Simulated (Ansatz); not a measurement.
# Cobalt, dhcp under LDA: ground state and equation of state, part 2 of 2

Aim: take cobalt in the dhcp structure, relax it, solve it on a dense k-mesh, then scale the cell to 7 volumes from 88 to 112 % of the relaxed one and try a fit of the equation of state. The start is antiferromagnetic (alternate layers). The k-meshes are 14×14×4 for the relaxation; 20×20×6 for the dense run; 17×17×5 for the volumes.

Ansatz 0.2.0; DFT, LDA (PW92), plane waves (420 eV) with PAW, scalar-relativistic. The steps go on from the part before.

## Step 4: Volume × 0.88

File input.yaml:

```yaml
crystal:
  lattice:
    - [2.3254064758, 0.0, 0.0]
    - [-1.1627032379, 2.0138610821, 0.0]
    - [0.0, 0.0, 7.5364994359]
  atoms:
    - { symbol: Co, position: [0.0, 0.0, 1.0], spin: 1.58 }
    - { symbol: Co, position: [0.0, 0.0, 0.5], spin: 1.58 }
    - { symbol: Co, position: [0.3333333333, 0.6666666667, 0.25], spin: 1.6 }
    - { symbol: Co, position: [0.6666666667, 0.3333333333, 0.75], spin: 1.6 }
hamiltonian:
  xc: lda
  pseudopotentials:
    kind: paw
    azcp:
      Co: "pseudopotentials/Co.paw.azcp"
basis:
  ecutwfc: 420
  fft_grid_basis: typed
kpoints:
  mp_grid: { grid: [17, 17, 5], shift: [0, 0, 0] }
magnetization:
  spin_polarized: true
scf:
  occupations: { method: fermi_dirac, width: 0.05 }
  lower_state_search: "off"
output:
  stress: true
  write_density: true
  write_potential: true
  elf: true
  volumetric_format: npy
```

Standard output, cut to the lines that bear on the results:

```text
Warning: <dir> the record states the generating functional pbe (its physics header spells it `PBE`), which answers neither for hamiltonian.xc's functional nor for the lda family's — results may be inconsistent (PPs are generated against a specific XC)
Warning: RAYON_NUM_THREADS=2 ignored (pool sized by the plan → 2); use --threads N
[...]
Pseudopotentials: kind: paw
Pseudopotential: Co, paw, valence charge 17, recommended cutoff 420 eV (normal), <dir>
Functional definition: SPW92
[...]
Crystal: 4 atoms, lattice volume = 35.294 Å³
Basis set: ecut = 420 eV, 673 PW (Γ)
Bands: 45, of which v1, the nominal top of the filled ones, is band 34 counted from 1 (33 counted from 0)
Symmetry: 24 space group operations
Space group: P63/mmc (ITA 194), of the structure as read, at distance tolerance 3.3e-5 Å
Magnetic group: BNS 194.263 (UNI 1493), of the structure as read, at distance tolerance 3.3e-5 Å
k-points: 99 of 1445
[...]
Starting moments: Σ|m| = 6.36 μB on 4 of 4 sites
[...]
SCF iter  18: F=-20250.425823 eV  HF=-20250.425823 eV  |F-HF|=9.33e-9  |Δ(HF+E_count)|=   8.23e-9  Δρ=4.76e-6 (↑3.53e-6 ↓4.76e-6)  dr2=1.05e-8  dr2_m=2.02e-9  M=5.155 μB ∫|m|=5.399 μB  ethr=1.47e-10  ⟨swp⟩=11.4  Hψ=57956  notcnv=0
[...]
SCF converged after 18 iterations
Magnetization: 5.1554 μB (36.5777 up, 31.4223 down)
Absolute magnetization: 5.4016 μB (∫|ρ↑−ρ↓|, with the PAW one-centre terms)
Spin contamination: 0.0356 ħ² per cell (⟨S²⟩ above its minimum at these occupations)
Per-site moments (μB) at R_I (Å): [(1.3222960632510838, 0.9543320624786567), (1.3222960632510845, 0.9543320624786569), (1.3094865605854962, 0.9543320624786569), (1.309486560585497, 0.9543320624786567)]
Free energy (F): -20250.425823 eV
[...]
E sigma→0 (E₀):  -20250.399697 eV
Entropy (-TS):   -0.052254 eV (-13.063 meV/atom)
Fermi energy:    23.424380 eV
[...]
--- Stress (GPa, compression-positive) ---
       44.737110       0.000000      -0.000000
        0.000000      44.737110       0.000000
       -0.000000       0.000000      44.273195
  P = ⅓ Tr σ = 44.5825 GPa (445.825 kbar)
--- Band table (eV; the first three rows and the last of 198) ---
[...]
```

It took 20 s on 2 threads of Arm Neoverse V1, shared host; peak memory 0.46 GiB.

## Step 5: Volume × 0.92

Changes to input.yaml since step 4:

```diff
@@ -2,5 +2,5 @@
   lattice:
-    - [2.3254064758, 0.0, 0.0]
-    - [-1.1627032379, 2.0138610821, 0.0]
-    - [0.0, 0.0, 7.5364994359]
+    - [2.3601191528, 0.0, 0.0]
+    - [-1.1800595764, 2.0439231423, 0.0]
+    - [0.0, 0.0, 7.6490010882]
   atoms:
@@ -28,5 +28 @@
   stress: true
-  write_density: true
-  write_potential: true
-  elf: true
-  volumetric_format: npy
```

Standard output, cut to the lines that bear on the results:

```text
Warning: <dir> the record states the generating functional pbe (its physics header spells it `PBE`), which answers neither for hamiltonian.xc's functional nor for the lda family's — results may be inconsistent (PPs are generated against a specific XC)
Warning: RAYON_NUM_THREADS=2 ignored (pool sized by the plan → 2); use --threads N
[...]
[... 3 set-up lines as earlier in the session ...]
[...]
Crystal: 4 atoms, lattice volume = 36.898 Å³
Basis set: ecut = 420 eV, 721 PW (Γ)
Bands: 45, of which v1, the nominal top of the filled ones, is band 34 counted from 1 (33 counted from 0)
[... 2 set-up lines as earlier in the session ...]
Magnetic group: BNS 194.263 (UNI 1493), of the structure as read, at distance tolerance 3.3e-5 Å
k-points: 99 of 1445
[...]
Starting moments: Σ|m| = 6.36 μB on 4 of 4 sites
[...]
spin-set hold released at iteration 8 (site moments contracting): the magnetisation degrees of freedom join the quasi-Newton model from the next iteration; the mixer history was flushed
[...]
SCF iter  17: F=-20250.785828 eV  HF=-20250.785828 eV  |F-HF|=1.39e-8  |Δ(HF+E_count)|=   1.35e-7  Δρ=4.00e-6 (↑2.83e-6 ↓4.00e-6)  dr2=1.56e-8  dr2_m=2.19e-9  M=5.769 μB ∫|m|=6.065 μB  ethr=1.47e-10  ⟨swp⟩=3.0  Hψ=31198  notcnv=0
[...]
SCF converged after 17 iterations
Magnetization: 5.7685 μB (36.8843 up, 31.1157 down)
Absolute magnetization: 6.0679 μB (∫|ρ↑−ρ↓|, with the PAW one-centre terms)
Spin contamination: 0.0473 ħ² per cell (⟨S²⟩ above its minimum at these occupations)
Per-site moments (μB) at R_I (Å): [(1.466228682999298, 0.9685779248731576), (1.4662286829992983, 0.9685779248731576), (1.4852618653668517, 0.9685779248731576), (1.4852618653668526, 0.9685779248731576)]
Free energy (F): -20250.785828 eV
[...]
E sigma→0 (E₀):  -20250.769114 eV
Entropy (-TS):   -0.033429 eV (-8.357 meV/atom)
Fermi energy:    22.215145 eV
[...]
--- Stress (GPa, compression-positive) ---
       27.457623      -0.000000       0.000000
        0.000000      27.457623       0.000000
        0.000000       0.000000      27.223955
  P = ⅓ Tr σ = 27.3797 GPa (273.797 kbar)
```

Run time: 18 s. Hardware: 2 threads of Arm Neoverse V1, shared host; peak memory 0.47 GiB.

## Step 6: Volume × 0.96

Changes to input.yaml since step 5:

```diff
@@ -2,5 +2,5 @@
   lattice:
-    - [2.3601191528, 0.0, 0.0]
-    - [-1.1800595764, 2.0439231423, 0.0]
-    - [0.0, 0.0, 7.6490010882]
+    - [2.3938396965, 0.0, 0.0]
+    - [-1.1969198483, 2.0731259898, 0.0]
+    - [0.0, 0.0, 7.7582872975]
   atoms:
```

Standard output, cut to the lines that bear on the results:

```text
Warning: <dir> the record states the generating functional pbe (its physics header spells it `PBE`), which answers neither for hamiltonian.xc's functional nor for the lda family's — results may be inconsistent (PPs are generated against a specific XC)
Warning: RAYON_NUM_THREADS=2 ignored (pool sized by the plan → 2); use --threads N
[...]
[... 3 set-up lines as earlier in the session ...]
[...]
Crystal: 4 atoms, lattice volume = 38.502 Å³
Basis set: ecut = 420 eV, 727 PW (Γ)
Bands: 45, of which v1, the nominal top of the filled ones, is band 34 counted from 1 (33 counted from 0)
[... 2 set-up lines as earlier in the session ...]
Magnetic group: BNS 194.263 (UNI 1493), of the structure as read, at distance tolerance 3.4e-5 Å
k-points: 99 of 1445
[...]
Starting moments: Σ|m| = 6.36 μB on 4 of 4 sites
[...]
spin-set hold released at iteration 6 (site moments contracting): the magnetisation degrees of freedom join the quasi-Newton model from the next iteration; the mixer history was flushed
[...]
SCF iter  17: F=-20250.982210 eV  HF=-20250.982210 eV  |F-HF|=1.01e-8  |Δ(HF+E_count)|=   3.53e-9  Δρ=4.21e-6 (↑1.29e-6 ↓4.21e-6)  dr2=1.11e-8  dr2_m=8.25e-10  M=5.986 μB ∫|m|=6.318 μB  ethr=1.47e-10  ⟨swp⟩=2.2  Hψ=16543  notcnv=0
[...]
SCF converged after 17 iterations
Magnetization: 5.9856 μB (36.9928 up, 31.0072 down)
Absolute magnetization: 6.3199 μB (∫|ρ↑−ρ↓|, with the PAW one-centre terms)
Spin contamination: 0.0544 ħ² per cell (⟨S²⟩ above its minimum at these occupations)
Per-site moments (μB) at R_I (Å): [(1.524211028178512, 0.9824166220549068), (1.5242110281785104, 0.9824166220549068), (1.5448881794775169, 0.9824166220549068), (1.5448881794775167, 0.9824166220549068)]
Free energy (F): -20250.982210 eV
[...]
E sigma→0 (E₀):  -20250.967942 eV
Entropy (-TS):   -0.028536 eV (-7.134 meV/atom)
Fermi energy:    21.115553 eV
[...]
--- Stress (GPa, compression-positive) ---
       12.311352       0.000000       0.000000
        0.000000      12.311352       0.000000
        0.000000       0.000000      12.386518
  P = ⅓ Tr σ = 12.3364 GPa (123.364 kbar)
```

Run time: 18 s. Hardware: 2 threads of Arm Neoverse V1, shared host; peak memory 0.47 GiB.

## Step 7: Volume × 1.0

Changes to input.yaml since step 6:

```diff
@@ -2,5 +2,5 @@
   lattice:
-    - [2.3938396965, 0.0, 0.0]
-    - [-1.1969198483, 2.0731259898, 0.0]
-    - [0.0, 0.0, 7.7582872975]
+    - [2.4266360966, 0.0, 0.0]
+    - [-1.2133180483, 2.1015285053, 0.0]
+    - [0.0, 0.0, 7.8645784139]
   atoms:
```

Standard output, cut to the lines that bear on the results:

```text
Warning: <dir> the record states the generating functional pbe (its physics header spells it `PBE`), which answers neither for hamiltonian.xc's functional nor for the lda family's — results may be inconsistent (PPs are generated against a specific XC)
Warning: RAYON_NUM_THREADS=2 ignored (pool sized by the plan → 2); use --threads N
[...]
[... 3 set-up lines as earlier in the session ...]
[...]
Crystal: 4 atoms, lattice volume = 40.107 Å³
Basis set: ecut = 420 eV, 753 PW (Γ)
Bands: 45, of which v1, the nominal top of the filled ones, is band 34 counted from 1 (33 counted from 0)
[... 2 set-up lines as earlier in the session ...]
Magnetic group: BNS 194.263 (UNI 1493), of the structure as read, at distance tolerance 3.4e-5 Å
k-points: 99 of 1445
[...]
Starting moments: Σ|m| = 6.36 μB on 4 of 4 sites
[...]
SCF iter  19: F=-20251.042505 eV  HF=-20251.042505 eV  |F-HF|=9.71e-9  |Δ(HF+E_count)|=   7.25e-9  Δρ=4.44e-6 (↑1.12e-6 ↓4.44e-6)  dr2=1.07e-8  dr2_m=1.20e-9  M=6.132 μB ∫|m|=6.497 μB  ethr=9.08e-11  ⟨swp⟩=2.0  Hψ=25005  notcnv=0
[...]
SCF converged after 19 iterations
an eigenvalue changed by more than its tolerance at an iteration that met the thresholds in force, so the SCF went on 1 time: the last check found none over its tolerance
Magnetization: 6.1320 μB (37.0660 up, 30.9340 down)
Absolute magnetization: 6.4986 μB (∫|ρ↑−ρ↓|, with the PAW one-centre terms)
Spin contamination: 0.0610 ħ² per cell (⟨S²⟩ above its minimum at these occupations)
Per-site moments (μB) at R_I (Å): [(1.565562067948349, 0.9958760565284108), (1.5655620679483486, 0.9958760565284108), (1.5848502701681777, 0.9958760565284108), (1.5848502701681777, 0.9958760565284108)]
Free energy (F): -20251.042505 eV
[...]
E sigma→0 (E₀):  -20251.028107 eV
Entropy (-TS):   -0.028796 eV (-7.199 meV/atom)
Fermi energy:    20.108176 eV
[...]
--- Stress (GPa, compression-positive) ---
        0.158674       0.000000       0.000000
        0.000000       0.158674       0.000000
        0.000000       0.000000       0.204792
  P = ⅓ Tr σ = 0.1740 GPa (1.740 kbar)
```

It took 25 s on 2 threads of Arm Neoverse V1, shared host; peak memory 0.48 GiB.

## Step 8: Volume × 1.04

Changes to input.yaml since step 7:

```diff
@@ -2,5 +2,5 @@
   lattice:
-    - [2.4266360966, 0.0, 0.0]
-    - [-1.2133180483, 2.1015285053, 0.0]
-    - [0.0, 0.0, 7.8645784139]
+    - [2.4585691809, 0.0, 0.0]
+    - [-1.2292845905, 2.1291833676, 0.0]
+    - [0.0, 0.0, 7.9680715771]
   atoms:
```

Standard output, cut to the lines that bear on the results:

```text
Warning: <dir> the record states the generating functional pbe (its physics header spells it `PBE`), which answers neither for hamiltonian.xc's functional nor for the lda family's — results may be inconsistent (PPs are generated against a specific XC)
Warning: RAYON_NUM_THREADS=2 ignored (pool sized by the plan → 2); use --threads N
[...]
[... 3 set-up lines as earlier in the session ...]
[...]
Crystal: 4 atoms, lattice volume = 41.711 Å³
Basis set: ecut = 420 eV, 789 PW (Γ)
Bands: 45, of which v1, the nominal top of the filled ones, is band 34 counted from 1 (33 counted from 0)
[... 2 set-up lines as earlier in the session ...]
Magnetic group: BNS 194.263 (UNI 1493), of the structure as read, at distance tolerance 3.5e-5 Å
k-points: 99 of 1445
[...]
Starting moments: Σ|m| = 6.36 μB on 4 of 4 sites
[...]
SCF iter  17: F=-20250.994297 eV  HF=-20250.994297 eV  |F-HF|=5.82e-9  |Δ(HF+E_count)|=   1.07e-9  Δρ=2.88e-6 (↑1.06e-6 ↓2.88e-6)  dr2=6.09e-9  dr2_m=3.62e-10  M=6.281 μB ∫|m|=6.678 μB  ethr=8.39e-11  ⟨swp⟩=2.0  Hψ=22781  notcnv=0
[...]
SCF converged after 17 iterations
an eigenvalue changed by more than its tolerance at an iteration that met the thresholds in force, so the SCF went on 1 time: the last check found none over its tolerance
Magnetization: 6.2812 μB (37.1406 up, 30.8594 down)
Absolute magnetization: 6.6793 μB (∫|ρ↑−ρ↓|, with the PAW one-centre terms)
Spin contamination: 0.0681 ħ² per cell (⟨S²⟩ above its minimum at these occupations)
Per-site moments (μB) at R_I (Å): [(1.6069476501155975, 1.0089811917124543), (1.6069476501155973, 1.0089811917124543), (1.6256759182883973, 1.0089811917124543), (1.6256759182883969, 1.0089811917124543)]
Free energy (F): -20250.994297 eV
[...]
E sigma→0 (E₀):  -20250.979292 eV
Entropy (-TS):   -0.030011 eV (-7.503 meV/atom)
Fermi energy:    19.178709 eV
[...]
--- Stress (GPa, compression-positive) ---
       -9.316553      -0.000000       0.000000
       -0.000000      -9.316553       0.000000
        0.000000       0.000000      -9.639749
  P = ⅓ Tr σ = -9.4243 GPa (-94.243 kbar)
```

Run time: 24 s. Hardware: 2 threads of Arm Neoverse V1, shared host; peak memory 0.49 GiB.

## Step 9: Volume × 1.08

Changes to input.yaml since step 8:

```diff
@@ -2,5 +2,5 @@
   lattice:
-    - [2.4585691809, 0.0, 0.0]
-    - [-1.2292845905, 2.1291833676, 0.0]
-    - [0.0, 0.0, 7.9680715771]
+    - [2.4896936139, 0.0, 0.0]
+    - [-1.244846807, 2.1561379172, 0.0]
+    - [0.0, 0.0, 8.0689439511]
   atoms:
```

Standard output, cut to the lines that bear on the results:

```text
Warning: <dir> the record states the generating functional pbe (its physics header spells it `PBE`), which answers neither for hamiltonian.xc's functional nor for the lda family's — results may be inconsistent (PPs are generated against a specific XC)
Warning: RAYON_NUM_THREADS=2 ignored (pool sized by the plan → 2); use --threads N
[...]
[... 3 set-up lines as earlier in the session ...]
[...]
Crystal: 4 atoms, lattice volume = 43.315 Å³
Basis set: ecut = 420 eV, 813 PW (Γ)
Bands: 45, of which v1, the nominal top of the filled ones, is band 34 counted from 1 (33 counted from 0)
[... 2 set-up lines as earlier in the session ...]
Magnetic group: BNS 194.263 (UNI 1493), of the structure as read, at distance tolerance 3.5e-5 Å
k-points: 99 of 1445
[...]
Starting moments: Σ|m| = 6.36 μB on 4 of 4 sites
[...]
SCF converged after 18 iterations
an eigenvalue changed by more than its tolerance at an iteration that met the thresholds in force, so the SCF went on 2 times, its first undamped step at iteration 16: the last check found none over its tolerance
Magnetization: 6.4063 μB (37.2032 up, 30.7968 down)
Absolute magnetization: 6.8359 μB (∫|ρ↑−ρ↓|, with the PAW one-centre terms)
Spin contamination: 0.0755 ħ² per cell (⟨S²⟩ above its minimum at these occupations)
Per-site moments (μB) at R_I (Å): [(1.6428199633415064, 1.0217544615195402), (1.6428199633415057, 1.0217544615195402), (1.6598115402093112, 1.0217544615195402), (1.6598115402093114, 1.0217544615195402)]
Free energy (F): -20250.860133 eV
[...]
E sigma→0 (E₀):  -20250.844904 eV
Entropy (-TS):   -0.030459 eV (-7.615 meV/atom)
Fermi energy:    18.319528 eV
[...]
--- Stress (GPa, compression-positive) ---
      -16.913117       0.000000       0.000000
        0.000000     -16.913117       0.000000
        0.000000       0.000000     -17.469494
  P = ⅓ Tr σ = -17.0986 GPa (-170.986 kbar)
```

Wall time 28 s (2 threads of Arm Neoverse V1, shared host); peak memory 0.5 GiB.

## Step 10: Volume × 1.12

Changes to input.yaml since step 9:

```diff
@@ -2,5 +2,5 @@
   lattice:
-    - [2.4896936139, 0.0, 0.0]
-    - [-1.244846807, 2.1561379172, 0.0]
-    - [0.0, 0.0, 8.0689439511]
+    - [2.5200587237, 0.0, 0.0]
+    - [-1.2600293619, 2.1824348738, 0.0]
+    - [0.0, 0.0, 8.1673554055]
   atoms:
```

Standard output, cut to the lines that bear on the results:

```text
Warning: <dir> the record states the generating functional pbe (its physics header spells it `PBE`), which answers neither for hamiltonian.xc's functional nor for the lda family's — results may be inconsistent (PPs are generated against a specific XC)
Warning: RAYON_NUM_THREADS=2 ignored (pool sized by the plan → 2); use --threads N
[...]
[... 3 set-up lines as earlier in the session ...]
[...]
Crystal: 4 atoms, lattice volume = 44.919 Å³
Basis set: ecut = 420 eV, 909 PW (Γ)
Bands: 45, of which v1, the nominal top of the filled ones, is band 34 counted from 1 (33 counted from 0)
[... 1 set-up line as earlier in the session ...]
Space group: P63/mmc (ITA 194), of the structure as read, at distance tolerance 3.6e-5 Å
Magnetic group: BNS 194.263 (UNI 1493), of the structure as read, at distance tolerance 3.6e-5 Å
k-points: 99 of 1445
[...]
Starting moments: Σ|m| = 6.36 μB on 4 of 4 sites
[...]
spin-set hold released at iteration 9 (site moments contracting): the magnetisation degrees of freedom join the quasi-Newton model from the next iteration; the mixer history was flushed
[...]
SCF iter  16: F=-20250.656896 eV  HF=-20250.656896 eV  |F-HF|=4.69e-9  |Δ(HF+E_count)|=   1.64e-7  Δρ=7.52e-6 (↑3.87e-6 ↓7.52e-6)  dr2=1.96e-8  dr2_m=1.53e-9  M=6.505 μB ∫|m|=6.964 μB  ethr=1.47e-10  ⟨swp⟩=2.8  Hψ=32062  notcnv=0
[...]
SCF converged after 16 iterations
Magnetization: 6.5054 μB (37.2527 up, 30.7473 down)
Absolute magnetization: 6.9655 μB (∫|ρ↑−ρ↓|, with the PAW one-centre terms)
Spin contamination: 0.0825 ħ² per cell (⟨S²⟩ above its minimum at these occupations)
Per-site moments (μB) at R_I (Å): [(1.6721152860383226, 1.0342161099356904), (1.672115286038323, 1.0342161099356904), (1.6868979836558151, 1.0342161099356904), (1.6868979836558153, 1.0342161099356904)]
Free energy (F): -20250.656896 eV
[...]
E sigma→0 (E₀):  -20250.641124 eV
Entropy (-TS):   -0.031545 eV (-7.886 meV/atom)
Fermi energy:    17.522118 eV
[...]
--- Stress (GPa, compression-positive) ---
      -23.105027       0.000000       0.000000
        0.000000     -23.105027       0.000000
        0.000000       0.000000     -23.543786
  P = ⅓ Tr σ = -23.2513 GPa (-232.513 kbar)
```

Run time: 21 s. Hardware: 2 threads of Arm Neoverse V1, shared host; peak memory 0.5 GiB.

## Step 11: The equation of state

The cell was scaled evenly, with its shape and the fractional positions fixed.

```csv
V (Å³/atom),E − E₀ (meV/atom),P from the stress (GPa),P from the fit (GPa),largest moment (μB)
8.823,157.1,44.58,47.02,1.32
9.225,64.7,27.38,27.69,1.49
9.626,15.0,12.34,12.37,1.54
10.027,0.0,0.17,0.20,1.58
10.428,12.2,-9.42,-9.47,1.63
10.829,45.8,-17.10,-17.17,1.66
11.230,96.7,-23.25,-23.29,1.69
```

A third-order Birch-Murnaghan fit gives V₀ = 10.034 Å³/atom, B₀ = 270 GPa and B₀′ = 4.7; it misses no point by more than 0.16 meV/atom.

Fit and stress differ a little: one follows E(σ → 0), the other the smeared free energy.

## Step 12: What came out

The summary covers parts 1 to 2.

| quantity | value |
| --- | --- |
| space group (spins left aside) | P6_3/mmc (No. 194) |
| conventional cell | a = 2.427 Å, c = 7.865 Å (c/a = 3.241) |
| volume | 10.027 Å³/atom |
| shortest distance | 2.414 Å |
| gap on the mesh | none (levels filled in part) |
| magnetic state | ferromagnetic, up to 1.60 μB per atom |
| relative to hcp, ferromagnetic | +11 meV/atom |
| V₀, B₀, B₀′ | 10.034 Å³/atom, 270 GPa, 4.7 |

What this shows: From the guessed start the volume shrank by 9.5 % in 8 steps. It lies 11 meV/atom above the element's reference form at the same level (hcp, ferromagnetic, from a run of its own). The final state is ferromagnetic (largest moment 1.60 μB). That is not the order it started in. No gap shows: it is a metal or semimetal at this level. The fitted modulus is 270 GPa; letting shape and positions relax at each volume could only lower it. Relaxation kept the symmetry; phonons were not checked.
